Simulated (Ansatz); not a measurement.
# LAPW volumes and bulk moduli in simple lattices

All-electron LAPW (Ansatz 0.2.0), scalar-relativistic, no spin, Fermi–Dirac smearing 0.136 eV, k-meshes of 8 to 18 points an axis; Birch–Murnaghan fits to pressures. Some or most of these lattices are hypothetical for the element, and V0 is the minimum nearest the starting volume; lattices without a usable fit are left out; mesh and smearing are coarse, and magnetic elements are treated as non-magnetic.

```
element  lattice  functional  V0 (Å³/atom)  B0 (GPa)   B′  k-points per axis
     Pm      bcc         LDA         17.19        69  8.1                 14
     Pm      bcc      PBEsol         18.32        44  9.4                 14
     Pm  diamond         LDA         20.46       148  5.2                  8
     Pm  diamond         PBE         22.01       112  5.7                  8
     Pm  diamond      PBEsol         20.89       136  5.4                  8
     Pm      fcc         LDA         19.23        50  5.8                 13
     Pm      fcc      PBEsol         20.65        36  5.7                 13
     Pm       sc         LDA         15.97       171  6.9                 13
     Pm       sc         PBE         17.73        92  6.9                 13
```

Problem. Give V0 and B0 for fcc Pm in PBE.

Solution. 25.06 Å³/atom and 18.7 GPa.

Problem. Give V0 and B0 for sc Pm in PBEsol.

Solution. 16.39 Å³/atom and 144.9 GPa.
